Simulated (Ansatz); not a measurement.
Steps from a short run of molecular dynamics on a 2×2×2 supercell (16 atoms) of SrO (zincblende), relaxed with r2SCAN; forces from PBE in the plane-wave code Ansatz, 2×2×2 mesh, Fermi-Dirac smearing of 0.020 eV, a Nosé-Hoover thermostat at fixed volume, set at 100 K. Classical nuclei, no spin polarisation; a few dozen steps show the first response, not equilibrium. The structure comes from a prototype and may be hypothetical.

Cell vectors in Å:
```
0.0000 5.5846 5.5846
5.5846 0.0000 5.5846
5.5846 5.5846 0.0000
```

Problem. At 6 fs the positions in Å are
```
Sr  -0.008   0.004   0.006
O    1.402   1.391   1.404
Sr   2.795   2.793  -0.004
O    4.188   4.188   1.394
Sr   2.793  -0.005   2.801
O    4.192   1.424   4.191
Sr   5.590   2.777   2.790
O    6.985   4.212   4.187
Sr  -0.006   2.793   2.783
O    1.390   4.202   4.186
Sr   2.796   5.588   2.787
O    4.172   6.995   4.218
Sr   2.793   2.796   5.588
O    4.192   4.171   6.965
Sr   5.583   5.583   5.586
O    7.004   6.980   6.963
```
What are the forces, and how far does the free energy (smearing included) lie above that of step 0, with the atoms on their sites?

Solution. 1.0 meV an atom; forces in eV/Å:
```
Sr   0.062   0.014  -0.035
O   -0.033   0.000  -0.003
Sr  -0.106   0.060   0.111
O    0.038  -0.030   0.051
Sr   0.079   0.077  -0.083
O    0.007  -0.153  -0.031
Sr   0.042   0.150  -0.032
O   -0.054  -0.142  -0.030
Sr   0.058  -0.030   0.122
O   -0.035  -0.016  -0.038
Sr   0.013  -0.031   0.080
O    0.105  -0.071  -0.190
Sr  -0.050   0.063  -0.144
O   -0.002   0.110   0.128
Sr   0.000   0.037  -0.017
O   -0.122  -0.037   0.109
```

Problem. At 12 fs the positions in Å are
```
Sr  -0.015   0.007   0.013
O    1.408   1.387   1.412
Sr   2.797   2.793  -0.007
O    4.189   4.188   1.392
Sr   2.794  -0.009   2.810
O    4.197   1.448   4.193
Sr   5.595   2.763   2.787
O    6.988   4.233   4.186
Sr  -0.012   2.793   2.775
O    1.383   4.214   4.183
Sr   2.799   5.591   2.783
O    4.157   7.007   4.244
Sr   2.793   2.799   5.591
O    4.195   4.156   6.951
Sr   5.582   5.582   5.587
O    7.025   6.978   6.948
```
What are the forces, and how far does the free energy (smearing included) lie above that of step 0, with the atoms on their sites?

Solution. 3.5 meV an atom; forces in eV/Å:
```
Sr   0.121   0.024  -0.068
O   -0.061   0.003  -0.010
Sr  -0.213   0.124   0.224
O    0.066  -0.054   0.091
Sr   0.144   0.154  -0.161
O    0.006  -0.283  -0.046
Sr   0.073   0.284  -0.062
O   -0.100  -0.269  -0.042
Sr   0.117  -0.055   0.231
O   -0.058  -0.032  -0.064
Sr   0.022  -0.065   0.153
O    0.207  -0.151  -0.361
Sr  -0.097   0.120  -0.281
O    0.000   0.205   0.231
Sr   0.000   0.069  -0.035
O   -0.227  -0.073   0.200
```

Problem. At 18 fs the positions in Å are
```
Sr  -0.022   0.011   0.019
O    1.412   1.382   1.420
Sr   2.798   2.795  -0.010
O    4.190   4.186   1.393
Sr   2.795  -0.013   2.818
O    4.201   1.466   4.194
Sr   5.600   2.750   2.784
O    6.989   4.248   4.183
Sr  -0.017   2.794   2.767
O    1.374   4.226   4.178
Sr   2.802   5.594   2.779
O    4.147   7.017   4.262
Sr   2.793   2.803   5.593
O    4.199   4.145   6.943
Sr   5.580   5.581   5.588
O    7.041   6.975   6.937
```
What are the forces, and how far does the free energy (smearing included) lie above that of step 0, with the atoms on their sites?

Solution. 6.3 meV an atom; forces in eV/Å:
```
Sr   0.176   0.026  -0.096
O   -0.077   0.011  -0.025
Sr  -0.297   0.169   0.319
O    0.077  -0.073   0.110
Sr   0.188   0.220  -0.228
O   -0.008  -0.374  -0.040
Sr   0.089   0.394  -0.083
O   -0.131  -0.365  -0.034
Sr   0.175  -0.073   0.322
O   -0.062  -0.051  -0.070
Sr   0.026  -0.102   0.213
O    0.283  -0.214  -0.481
Sr  -0.137   0.162  -0.392
O   -0.009   0.273   0.289
Sr   0.002   0.091  -0.054
O   -0.296  -0.093   0.249
```

Problem. At 42 fs the positions in Å are
```
Sr  -0.041   0.026   0.038
O    1.414   1.368   1.439
Sr   2.791   2.805  -0.006
O    4.211   4.161   1.415
Sr   2.808  -0.019   2.840
O    4.209   1.455   4.196
Sr   5.626   2.714   2.770
O    6.966   4.222   4.171
Sr  -0.030   2.792   2.752
O    1.333   4.259   4.151
Sr   2.817   5.599   2.772
O    4.167   7.009   4.229
Sr   2.787   2.826   5.583
O    4.202   4.164   6.968
Sr   5.574   5.581   5.588
O    7.043   6.946   6.941
```
What are the forces, and how far does the free energy (smearing included) lie above that of step 0, with the atoms on their sites?

Solution. 6.0 meV an atom; forces in eV/Å:
```
Sr   0.313  -0.099  -0.136
O    0.012   0.082  -0.126
Sr  -0.146  -0.064   0.265
O   -0.035  -0.059  -0.019
Sr   0.036   0.236  -0.261
O   -0.144  -0.207   0.089
Sr  -0.057   0.477   0.034
O   -0.009  -0.299   0.079
Sr   0.306  -0.032   0.430
O    0.103  -0.140   0.095
Sr  -0.025  -0.252   0.266
O    0.082  -0.057  -0.207
Sr  -0.179   0.121  -0.382
O   -0.179   0.180   0.042
Sr   0.027   0.042  -0.149
O   -0.106   0.070  -0.019
```

Problem. At 72 fs the positions in Å are
```
Sr  -0.039   0.035   0.053
O    1.421   1.389   1.414
Sr   2.771   2.810   0.020
O    4.220   4.114   1.433
Sr   2.822  -0.008   2.848
O    4.163   1.371   4.234
Sr   5.650   2.705   2.757
O    6.939   4.083   4.194
Sr  -0.021   2.790   2.765
O    1.331   4.240   4.160
Sr   2.832   5.584   2.783
O    4.224   6.972   4.115
Sr   2.764   2.865   5.541
O    4.142   4.252   7.006
Sr   5.569   5.583   5.575
O    7.011   6.938   6.931
```
What are the forces, and how far does the free energy (smearing included) lie above that of step 0, with the atoms on their sites?

Solution. 8.2 meV an atom; forces in eV/Å:
```
Sr   0.240  -0.279  -0.078
O   -0.016   0.024   0.064
Sr   0.305  -0.407  -0.074
O   -0.054   0.176  -0.063
Sr  -0.515   0.008  -0.041
O    0.082   0.316  -0.020
Sr  -0.405   0.062   0.248
O    0.110   0.406   0.043
Sr   0.131   0.275  -0.007
O    0.102   0.013   0.064
Sr  -0.226  -0.187  -0.083
O   -0.176   0.086   0.395
Sr   0.017  -0.176   0.119
O    0.146  -0.252  -0.255
Sr   0.059  -0.125  -0.171
O    0.199   0.059  -0.143
```

Problem. At 90 fs the positions in Å are
```
Sr  -0.025   0.028   0.058
O    1.424   1.412   1.405
Sr   2.771   2.796   0.035
O    4.210   4.119   1.427
Sr   2.811   0.001   2.849
O    4.143   1.380   4.259
Sr   5.648   2.706   2.759
O    6.949   4.070   4.222
Sr  -0.007   2.800   2.778
O    1.358   4.224   4.186
Sr   2.832   5.565   2.790
O    4.220   6.970   4.126
Sr   2.749   2.884   5.515
O    4.122   4.261   6.974
Sr   5.569   5.580   5.558
O    7.032   6.952   6.887
```
What are the forces, and how far does the free energy (smearing included) lie above that of step 0, with the atoms on their sites?

Solution. 9.2 meV an atom; forces in eV/Å:
```
Sr   0.066  -0.149  -0.092
O   -0.131  -0.129   0.250
Sr   0.399  -0.296  -0.223
O    0.094   0.137   0.058
Sr  -0.403  -0.091  -0.016
O    0.287   0.158  -0.249
Sr  -0.288  -0.016   0.202
O    0.020   0.410  -0.196
Sr  -0.126   0.262  -0.121
O   -0.203   0.244  -0.226
Sr  -0.225   0.086  -0.222
O   -0.129   0.099   0.223
Sr   0.280  -0.399   0.438
O    0.258  -0.176   0.035
Sr   0.111  -0.105  -0.046
O   -0.010  -0.035   0.184
```
